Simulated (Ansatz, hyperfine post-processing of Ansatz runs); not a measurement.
# Reading the 31P spectrum of Li3FeP2O8

Calculated values: DFT, PBEsol+U, plane-wave PAW, default files (PAW set soft_2), collinear spin, scalar-relativistic (Ansatz), contact and point-dipole shifts scaled to 330 K with Θ = 0 K (a pure Curie law); spin-only moments, above the ordering temperature.

```xyz
28
Lattice="-8.2271 5.4564 0.0000 -4.1135 -2.7282 0.0000 -0.0556 0.0000 6.2732" Properties=species:S:1:pos:R:3 pbc="T T T"
Fe   -4.1135    0.0000    0.0000
Fe   -8.2271    2.7282    0.0000
P    -7.0036    0.0000    1.4771
P   -11.1171    2.7282    1.4771
P    -1.2791    0.0000    4.7961
P    -5.3926    2.7282    4.7961
O    -4.4324    1.4772    4.8402
O    -8.5460    4.2054    4.8402
O    -4.4324   -1.4772    4.8402
O    -8.5460    1.2510    4.8402
O    -3.8502   -1.4772    1.4330
O    -7.9637    1.2510    1.4330
O    -3.8502    1.4772    1.4330
O    -7.9637    4.2054    1.4330
O    -2.1870    0.0000    6.0600
O    -6.3005    2.7282    6.0600
O    -2.1143    0.0000    3.5337
O    -6.2279    2.7282    3.5337
O    -6.1683    0.0000    2.7395
O   -10.2818    2.7282    2.7395
O    -6.0956    0.0000    0.2132
O   -10.2092    2.7282    0.2132
Li   -4.1413    0.0000    3.1366
Li   -8.2548    2.7282    3.1366
Li   -1.4352    0.0000    1.7135
Li   -5.5488    2.7282    1.7135
Li   -6.8474    0.0000    4.5597
Li  -10.9609    2.7282    4.5597
```

31P MAS at 9.4 T (162.2 MHz), 20 kHz, 330 K; contact and dipolar shift alone, no orbital or quadrupolar part; lines under 1.5 % of the strongest are left out. Lines of the NMR spectrum (strongest = 100):

```
position (ppm)  intensity
        7402.5        2.4
        7525.8        8.2
        7649.2         22
        7772.5         38
        7895.8         53
        8019.2         21
        8142.5         58
        8265.8        100
        8389.2         89
        8512.5         26
        8635.8        6.6
```

**Question.** Which lines are isotropic ones rather than spinning sidebands, and which P atoms give them?

Sidebands are spaced by 123 ppm (the spinning rate over the resonance of 162.2 MHz). An isotropic line need not be the tallest: it is the area-weighted centre of its own family of sidebands, and the one that stays put when the rate is changed. Isotropic shifts: 8143 ppm for atom 3 and the 3 atoms equivalent to it (3 Fe through links of 131° (3)), reduced anisotropy -602 ppm.

[Logs are printed without paths, hosts, clocks, repeated set-up lines and the standing remarks that a program may print on its own settings, such as how far it seeks lower states.]

[Hosts, paths, dates, database ids (printed as entryN), source tags and the programs' standing remarks are cut or masked in the printed files.]
